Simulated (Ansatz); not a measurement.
# MnO: response to strain

Aim: deform MnO (zz strain of -2 %) and compute stress, forces and field gradients with LAPW, PAW and all-electron datasets made for the crystal.

Computed with Ansatz 0.2.0 (DFT PBE, scalar-relativistic, unless a step's input says otherwise).

### 1 The starting structure

The structure is cubic, space group Fm-3m (No. 225). Conventional cell: a = 4.444 Å, b = 4.444 Å, c = 4.444 Å, α = 90.00°, β = 90.00°, γ = 90.00°. Around Mn (site symmetry m-3m) lie 6 O at 2.22 Å. Around O (site symmetry m-3m) lie 6 Mn at 2.22 Å.

Coordinates:

```cif
data_structure
_symmetry_space_group_name_H-M 'Fm-3m'
_symmetry_Int_Tables_number 225
_cell_length_a 4.4440
_cell_length_b 4.4440
_cell_length_c 4.4440
_cell_angle_alpha 90.000
_cell_angle_beta 90.000
_cell_angle_gamma 90.000
_cell_volume 87.77
loop_
_atom_site_label
_atom_site_type_symbol
_atom_site_symmetry_multiplicity
_atom_site_Wyckoff_symbol
_atom_site_fract_x
_atom_site_fract_y
_atom_site_fract_z
_atom_site_occupancy
Mn1 Mn 4 a 0.00000 0.00000 0.00000 1
O1 O 4 b 0.50000 0.00000 0.00000 1
```

The file gives the conventional cell by its symmetry; the runs use the cell typed in the input.

Atoms are numbered in the order of the input: Mn1, O2.

### 2 The deformed structure

Space group Fm-3m before, I4/mmm after.

### 3 All-electron LAPW

Input file input.yaml:

```yaml
crystal:
  lattice:
    - [0.0, 2.222, 2.17756]
    - [2.222, 0.0, 2.17756]
    - [2.222, 2.222, 0.0]
  atoms:
    - { symbol: Mn, position: [0.0, 0.0, 0.0], spin: 4.0 }
    - { symbol: O, position: [0.5, 0.5, 0.5] }
magnetization:
  spin_polarized: true
kpoints:
  mp_grid: { grid: [16, 16, 16] }
  band_path:
    path:
      - [0.0, 0.0, 0.0]
      - [0.0, 0.5, 0.5]
      - [0.25, 0.75, 0.5]
      - [0.0, 0.5, 0.0]
      - [0.0, 0.0, 0.0]
      - [0.5, 0.5, 0.0]
      - [0.3801541025, 0.6198458975, 0.0]
      - [-0.3801541025, 0.3801541025, 0.0]
      - [0.0, 0.0, 0.0]
    npoints: 5
scf:
  occupations: { method: fermi_dirac, width: 0.05 }
hamiltonian:
  xc: pbe
  pseudopotentials: { kind: all_electron, lapw: { basis_error: 0.00025 } }
output:
  forces: true
  stress: true
  eigenvalues: true
```

The run is started by

```bash
$ ansatz run input.yaml --threads 1 --pin off --max-ram 3072MiB --backend cpu --events-out ev --progress --plain --runs-dir out
```

### 4 Frozen-core PAW

Input file input.yaml:

```yaml
crystal:
  lattice:
    - [0.0, 2.222, 2.17756]
    - [2.222, 0.0, 2.17756]
    - [2.222, 2.222, 0.0]
  atoms:
    - { symbol: Mn, position: [0.0, 0.0, 0.0], spin: 4.0 }
    - { symbol: O, position: [0.5, 0.5, 0.5] }
magnetization:
  spin_polarized: true
kpoints:
  mp_grid: { grid: [16, 16, 16] }
scf:
  occupations: { method: fermi_dirac, width: 0.05 }
hamiltonian:
  xc: pbe
  pseudopotentials: { kind: paw }
output:
  forces: true
  stress: true
  eigenvalues: true
  efg: { contact_densities: true }
```

### 5 All-electron PAW on datasets made for the crystal

Edit input.yaml of step 4 so:

```diff
@@ -16,3 +16,3 @@
   xc: pbe
-  pseudopotentials: { kind: paw }
+  pseudopotentials: { kind: all_electron, datasets: crystal }
 output:
```

(Steps that only read results are left out.)

Q: Predict the outcome of this session. Wanted: pressure; largest shear or deviatoric stress.

The runs gave:

| quantity | value |
| --- | --- |
| pressure | LAPW 2.15, PAW 2.13, crystal datasets 2.15 GPa |
| largest shear or deviatoric stress (LAPW) | 0.04 GPa |

The largest part of the stress beyond the pressure is 0.04 GPa in size, in the zz component; the atoms are carried along and not relaxed. No run of the undeformed cell stands beside it, so the pressure holds what the given cell had before the change. PAW: stress within 0.02 GPa of LAPW. Crystal datasets: stress within 0.01 GPa of LAPW. Other magnetic orders may lie lower; this is the state that the run reached. With one magnetic atom in the cell only ferromagnetic order fits; the real order can differ. No U acts on the open 3d shell, so the metal found here may be the functional's error.
